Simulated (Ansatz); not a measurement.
How far is this Al₅As from the hull?

Method: Ansatz 0.2.0, DFT PBE, scalar-relativistic, plane waves, PAW. All cells share a 420 eV cutoff and Γ-centred k meshes spaced at most about 0.3 Å⁻¹ (about 0.25 or finer for metals, 2π included). No spin polarisation.

Energies over the elements count from the elements' standard structures at the same level, with no fitted energy shifts.

All energies are static (0 K, no zero-point motion). The reference form of As is held partly by dispersion forces, which this level lacks.

The competitors are the elements and 1 reference phase of this chemical system (from databases or known types: AlAs), relaxed at the same level; other known phases may be missing.

The candidate was reached from: random cell.

```cif
data_structure
_symmetry_space_group_name_H-M 'Cmmm'
_symmetry_Int_Tables_number 65
_cell_length_a 4.8255
_cell_length_b 7.7749
_cell_length_c 5.7287
_cell_angle_alpha 90.000
_cell_angle_beta 90.000
_cell_angle_gamma 90.000
_cell_volume 214.93
loop_
_atom_site_label
_atom_site_type_symbol
_atom_site_symmetry_multiplicity
_atom_site_Wyckoff_symbol
_atom_site_fract_x
_atom_site_fract_y
_atom_site_fract_z
_atom_site_occupancy
Al1 Al 2 a 0.00000 0.00000 0.00000 1
Al2 Al 8 n 0.50000 0.17115 0.24684 1
As1 As 2 d 0.00000 0.00000 0.50000 1
```

Task: Into what would it decompose?

Result: Its formation energy is 0.200 eV/atom. The lowest competing mixture at this composition is this:

```csv
phase,space group,source,share of atoms,ΔE_f (eV/atom)
Al,-,element,0.6667,0.000
AlAs,F-43m (No. 216),COD,0.3333,-0.487
```

The mixture lies at -0.162 eV/atom, and the candidate lies 0.36 eV/atom above it. The candidate matches no cell in the subsets of the Crystallography Open Database and the Materials Project at hand. A phase this far over the hull is unlikely to be made.
